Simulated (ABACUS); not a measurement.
NaCl:

```
CELL_PARAMETERS angstrom
0.00000 2.79406 2.79406
2.79406 0.00000 2.79406
2.79406 2.79406 0.00000
ATOMIC_POSITIONS crystal
Cl 0.50000 0.50000 0.50000
Na 0.00000 0.00000 0.00000
```

The cell is a database's computed one.

Base run:

| Item | Value |
| --- | --- |
| Program | ABACUS 3.10.1 |
| Functional | BLYP |
| Potentials or basis | PseudoDojo NC SR 0.5 PBE stringent |
| Cutoff | 1361 eV |
| Density cutoff | 5442 eV |
| Basis | DZP LCAO (the cutoffs set its grid) |
| k mesh | 7 × 7 × 7 |
| Occupations | fermi-dirac, width 0.05 eV |
| Spin | no spin polarisation |

Its results: band gap on the k mesh 5.40 eV, direct; pressure 2.6 GPa.

The run is repeated on the same cell with these changes: functional from BLYP to PBEsol. What comes out?

Band gap on the k mesh 5.24 eV, direct; pressure 0.3 GPa.

PBEsol binds more tightly than BLYP, so the same cell stands under less pressure.

Caveats: the atomic orbitals were generated for these runs and aren't a published set; the potentials were made for another functional, which shifts forces and pressure; an odd mesh through Γ misses points on the zone boundary, where band edges often lie; the basis of atomic orbitals isn't converged, which shifts pressures, moduli and gaps.

Not every run made on this cell is shown here.
